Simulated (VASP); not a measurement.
# Mo (Im-3m) in VASP: further runs

One crystal, Mo, is run at these levels: PBE; tasks: single point.

Program: VASP 6.6.1. These are calculated values, not measurements. Logs are shortened: lines on timing, memory, paths and dates and some standing lists are left out, and cuts for length are marked.

## 1. The undisturbed crystal

The structure is cubic, space group Im-3m (No. 229). The conventional cell has a = 3.168 Å, b = 3.168 Å, c = 3.168 Å, α = 90.00°, β = 90.00°, γ = 90.00°. Mo (site symmetry m-3m) is surrounded by 8 Mo at 2.74 Å.

## 2. Single point, PBE (grid = ENCUT=400 dk=0.35 cell=3x3x3 ISMEAR=1 SIGMA=0.1 LREAL=False EDIFF=1e-06)

INCAR reads:

```
SYSTEM = Mo
PREC = Accurate ; ENCUT = 400
EDIFF = 1E-6 ; ISMEAR = 1
SIGMA = 0.1 ; LREAL = .FALSE.
LASPH = .TRUE. ; NELM = 120
ALGO = Fast ; ISIF = 2
LWAVE = .FALSE. ; LCHARG = .FALSE.
GGA = PE ; NBANDS = 215
```

KPOINTS reads:

```
regular mesh
0
G
  3 3 3
  0 0 0
```

POSCAR reads:

```
Mo
1.0
   -4.7514269157      4.7514269157      4.7514269157
    4.7514269157     -4.7514269157      4.7514269157
    4.7514269157      4.7514269157     -4.7514269157
Mo
27
Direct
    0.0000000000      0.0000000000      0.0000000000
    0.0000000000      0.0000000000      0.3333333333
    0.0000000000      0.0000000000      0.6666666667
    0.0000000000      0.3333333333      0.0000000000
    0.0000000000      0.3333333333      0.3333333333
    0.0000000000      0.3333333333      0.6666666667
    0.0000000000      0.6666666667      0.0000000000
    0.0000000000      0.6666666667      0.3333333333
    0.0000000000      0.6666666667      0.6666666667
    0.3333333333      0.0000000000      0.0000000000
    0.3333333333      0.0000000000      0.3333333333
    0.3333333333      0.0000000000      0.6666666667
    0.3333333333      0.3333333333      0.0000000000
    0.3333333333      0.3333333333      0.3333333333
    0.3333333333      0.3333333333      0.6666666667
    0.3333333333      0.6666666667      0.0000000000
    0.3333333333      0.6666666667      0.3333333333
    0.3333333333      0.6666666667      0.6666666667
    0.6666666667      0.0000000000      0.0000000000
    0.6666666667      0.0000000000      0.3333333333
    0.6666666667      0.0000000000      0.6666666667
    0.6666666667      0.3333333333      0.0000000000
    0.6666666667      0.3333333333      0.3333333333
    0.6666666667      0.3333333333      0.6666666667
    0.6666666667      0.6666666667      0.0000000000
    0.6666666667      0.6666666667      0.3333333333
    0.6666666667      0.6666666667      0.6666666667
```

Potentials or basis: VASP PAW PBE potentials, release 64 (Mo_sv).

Started as:

```sh
cat potpaw_PBE.64/Mo_sv/POTCAR > POTCAR
mpirun -np 1 vasp_std > vasp.out
```

OUTCAR:

```text
SYSTEM = Mo
   PREC = Accurate
   ENCUT = 400
   EDIFF = 1E-6
   ISMEAR = 1
   LREAL = .FALSE.
   LASPH = .TRUE.
   NELM = 120
   ISIF = 2
   GGA = PE

 Found      4 irreducible k-points:

 Following reciprocal coordinates:
            Coordinates               Weight
  0.000000  0.000000  0.000000      1.000000
  0.333333  0.000000  0.000000     12.000000
  0.333333  0.333333  0.000000      8.000000
 -0.333333  0.333333  0.333333      6.000000
   k-points           NKPTS =      4   k-points in BZ     NKDIM =      4   number of bands    NBANDS=    215
   number of dos      NEDOS =    301   number of ions     NIONS =     27
   total plane-waves  NPLWV = 157464
   dimension x,y,z NGX =    54 NGY =   54 NGZ =   54
   dimension x,y,z NGXF=   108 NGYF=  108 NGZF=  108
   ions per type =              27
   NGX,Y,Z   is equivalent  to a cutoff of  10.91, 10.91, 10.91 a.u.
   NGXF,Y,Z  is equivalent  to a cutoff of  21.82, 21.82, 21.82 a.u.
 SYSTEM =  Mo
   PREC   = accura    normal or accurate (medium, high low for compatibility)
   ISTART =      0    job   : 0-new  1-cont  2-samecut
   ICHARG =      2    charge: 1-file 2-atom 10-const
   ISPIN  =      1    spin polarized calculation?
   LNONCOLLINEAR =      F non collinear calculations
   LSORBIT =      F    spin-orbit coupling
   LASPH  =      T    aspherical Exc in radial PAW
   ENCUT  =  400.0 eV  29.40 Ry    5.42 a.u.  13.42 13.42 13.42*2*pi/ulx,y,z
   NELM   =    120;   NELMIN=  2; NELMDL= -5     # of ELM steps
   EDIFF  = 0.1E-05   stopping-criterion for ELM
   LREAL  =      F    real-space projection
   EDIFFG = 0.1E-04   stopping-criterion for IOM
   NSW    =      0    number of steps for IOM
   IBRION =     -1    ionic relax: 0-MD 1-quasi-New 2-CG
   NFREE  =      0    steps in history (QN), initial steepest desc. (CG)
   ISIF   =      2    stress and relaxation
   ISYM   =      2    0-nonsym 1-usesym 2-fastsym
   POTIM  = 0.5000    time-step for ionic-motion
   TEBEG  =    0.0;   TEEND  =   0.0 temperature during run
   PSTRESS=    0.0 pullay stress
   NELECT =     378.0000    total number of electrons
   NUPDOWN=      -1.0000    fix difference up-down
   EMIN   =  10.00;   EMAX   =-10.00  energy-range for DOS
   EFERMI =   0.00;   METHOD = LEGACY
   ISMEAR =     1;   SIGMA  =   0.10  broadening in eV -4-tet -1-fermi 0-gaus
   EFERMI_NEDOS =   21; number of points for ismear=-14 and -15
   IALGO  =     68    algorithm
   IMIX   =      4    mixing-type and parameters
     AMIX     =   0.40;   BMIX     =  1.00
     AMIX_MAG =   1.60;   BMIX_MAG =  1.00
  volume/ion in A,a.u.               =      15.89       107.24
  Fermi-wavevector in a.u.,A,eV,Ry     =   1.569380  2.965698 33.510508  2.462953
  Thomas-Fermi vector in A             =   2.671271
   LORBIT       =      0    0 simple, 1 ext, 2 COOP (PROOUT), +10 PAW based schemes
   GGA     = PE    functional components
   LHFCALC =     F    Hartree Fock is set to
   AEXX    =    0.0000 exact exchange contribution
   IVDW    =     0    specifies the selected vdW correction
   LEPSILON=     F    determine dielectric tensor
   LRPA    =     F    only Hartree local field effects (RPA)
 non-spin polarized calculation
 RMM-DIIS sequential band-by-band and
 Methfessel and Paxton  Order N= 1 SIGMA  =   0.10
  energy-cutoff  :      400.00
  volume of cell :      429.07
 maximum number of plane-waves:      7803
 NGX is ok and might be reduce to    54
   NGX = 27   NGY = 27   NGZ = 27

 number of electron     378.0000140 magnetization

 Free energy of the ion-electron system (eV)
  ---------------------------------------------------
  ext. energy  EPLUGINS =         0.00000000
  ---------------------------------------------------
  free energy    TOTEN  =      -295.58704459 eV

  energy without entropy =     -295.54992071  energy(sigma->0) =     -295.57466996

 E-fermi :  12.2817     XC(G=0): -13.2984

 val. band max:       12.2812973027   @ k =   0.3333   0.0000   0.0000
 cond. band min:      12.5146013843   @ k =  -0.3333   0.3333   0.3333
 fundamental gap:      0.2333040816
 Fermi energy:        12.2817076858

 k-point     1 :       0.0000    0.0000    0.0000
  band No.  band energies     occupation
      1     -48.9503      2.00000
      2     -48.7655      2.00000
      3     -48.7655      2.00000
      4     -48.7655      2.00000
      5     -48.7655      2.00000
      6     -48.7655      2.00000
[... 193 lines left out ...]
    200      13.7553     -0.00000
    201      13.7556     -0.00000

 k-point     2 :       0.3333    0.0000    0.0000
  band No.  band energies     occupation
      1     -48.9218      2.00000
      2     -48.8492      2.00000
      3     -48.7930      2.00000
      4     -48.7930      2.00000
      5     -48.7930      2.00000
      6     -48.7930      2.00000
[... 193 lines left out ...]
    200      13.3431     -0.00000
    201      13.3872     -0.00000

 k-point     3 :       0.3333    0.3333    0.0000
  band No.  band energies     occupation
      1     -48.8713      2.00000
      2     -48.8713      2.00000
      3     -48.8713      2.00000
      4     -48.8126      2.00000
      5     -48.7511      2.00000
      6     -48.7511      2.00000
[... 193 lines left out ...]
    200      12.9340     -0.00000
    201      13.1915     -0.00000

 k-point     4 :      -0.3333    0.3333    0.3333
  band No.  band energies     occupation
      1     -48.8943      2.00000
      2     -48.8241      2.00000
      3     -48.8241      2.00000
      4     -48.8241      2.00000
      5     -48.8241      2.00000
      6     -48.7601      2.00000
[... 193 lines left out ...]
    200      12.7304     -0.00000
    201      12.7304     -0.00000
 [bands above 201 left out]

------------------------ aborting loop because EDIFF is reached ----------------------------------------

  FORCE on cell =-STRESS in cart. coord.  units (eV):
  Direction    XX          YY          ZZ          XY          YZ          ZX
  --------------------------------------------------------------------------------------
  -------------------------------------------------------------------------------------
  Total       -6.8235635     -6.8235635     -6.8235635     -0.0000000     -0.0000000     -0.0000000
  in kB      -25.4794275    -25.4794275    -25.4794275     -0.0000000     -0.0000000     -0.0000000
  external PRESSURE =     -25.4794275 kB  Pullay stress =       0.0000000 kB

 VOLUME and BASIS-vectors are now :
 -----------------------------------------------------------------------------
  energy-cutoff  :      400.00
  volume of cell :      429.07
      direct lattice vectors                 reciprocal lattice vectors
    -4.751426916  4.751426916  4.751426916     0.000000000  0.105231546  0.105231546
     4.751426916 -4.751426916  4.751426916     0.105231546  0.000000000  0.105231546
     4.751426916  4.751426916 -4.751426916     0.105231546  0.105231546  0.000000000

 POSITION                                       TOTAL-FORCE (eV/Angst)
 -----------------------------------------------------------------------------------
      0.00000      0.00000      0.00000         0.000000      0.000000      0.000000
      1.58381      1.58381     -1.58381        -0.000000     -0.000000      0.000000
      3.16762      3.16762     -3.16762         0.000000      0.000000      0.000000
      1.58381     -1.58381      1.58381         0.000000      0.000000     -0.000000
      3.16762      0.00000      0.00000         0.000000     -0.000000      0.000000
      4.75143      1.58381     -1.58381         0.000000      0.000000     -0.000000
[... 19 lines left out ...]
      1.58381      1.58381      4.75143        -0.000000      0.000000     -0.000000
      3.16762      3.16762      3.16762        -0.000000      0.000000      0.000000
 -----------------------------------------------------------------------------------
    total drift:                                0.000000     -0.000000      0.000000

  FREE ENERGIE OF THE ION-ELECTRON SYSTEM (eV)
  ---------------------------------------------------
  free  energy   TOTEN  =      -295.5870445896 eV

  energy  without entropy=     -295.5499207086  energy(sigma->0) =     -295.57466996
```

It took 6 min on 1 thread of Intel Xeon 6975P-C (Granite Rapids), shared host; peak memory 0.45 GiB.

These settings aren't checked as converged: the numbers below hold their error.

Results:

| Quantity | Value |
| --- | --- |
| Free energy | -295.5870 eV |
| Pressure | -2.5 GPa |
| Band gap on the k mesh | none (metal or under the smearing width) |

## 3. Single point, PBE (grid = ENCUT=400 dk=0.35 cell=3x3x3 ISMEAR=1 SIGMA=0.02 LREAL=Auto EDIFF=1e-06)

Changes to INCAR since step 2:

```diff
@@ -3,3 +3,3 @@
 EDIFF = 1E-6 ; ISMEAR = 1
-SIGMA = 0.1 ; LREAL = .FALSE.
+SIGMA = 0.02 ; LREAL = Auto
 LASPH = .TRUE. ; NELM = 120
```

KPOINTS is that of step 2.

POSCAR is that of step 2.

Potentials or basis: VASP PAW PBE potentials, release 64 (Mo_sv).

Started as:

```sh
cat potpaw_PBE.64/Mo_sv/POTCAR > POTCAR
mpirun -np 1 vasp_std > vasp.out
```

Run time: 7.6 min. Hardware: 1 thread of Intel Xeon 6975P-C (Granite Rapids), shared host; peak memory 0.48 GiB.

The run converged, but some of its settings lie outside the range that counts as converged, so its numbers aren't taken as properties of the crystal.

Results:

| Property | Result |
| --- | --- |
| Free energy | -295.5788 eV |
| Pressure | -2.6 GPa |
| Band gap on the k mesh | none (metal or under the smearing width) |
